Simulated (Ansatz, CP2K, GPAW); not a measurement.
## CoO: 3 runs at one level of theory

```
CELL_PARAMETERS angstrom
3.01440 0.00000 0.00000
1.50720 2.61054 0.00000
1.50720 0.87018 2.46124
ATOMIC_POSITIONS crystal
Co 0.00000 0.00000 0.00000
O 0.50000 0.50000 0.50000
```

Alike in all runs: task single point; functional PBE; k mesh 11 × 11 × 11; occupations gaussian, width 0.02 eV; collinear spin, ferromagnetic start; no spin-orbit coupling. The measured crystal is an antiferromagnetic insulator; the state found here is the runs' own. Pressure is positive in compression and, in plane waves, holds the error of the finite cutoff, which Ansatz's Pulay term estimates and takes out.

| program and potentials | plane-wave cutoff (eV) | notes | pressure (GPa) | net moment per atom (μB) |
| --- | --- | --- | --- | --- |
| Ansatz, Ansatz PAW | 420 | 11.5 valence electrons an atom on average; Pulay term of +0.74 GPa included | -1.57 | 1.49 |
| GPAW, GPAW PAW data sets (gpaw-data 1.2.1) | 800 | 7.5 valence electrons an atom on average | ? | ? |
| CP2K, POTENTIAL_UZH Co GTH-PBE-q17, O GTH-PBE-q6; TZVP-MOLOPT-PBE-GTH basis | - | atomic basis; 11.5 valence electrons an atom on average | -0.49 | 1.50 |

Problem. Estimate from the other rows what the run with GPAW, GPAW PAW data sets (gpaw-data 1.2.1) gave.

Solution. Pressure -1.05 GPa; net moment per atom 1.49 μB. The other rows, which needn't bracket it: pressure -1.57 to -0.49; net moment per atom 1.49 to 1.50.
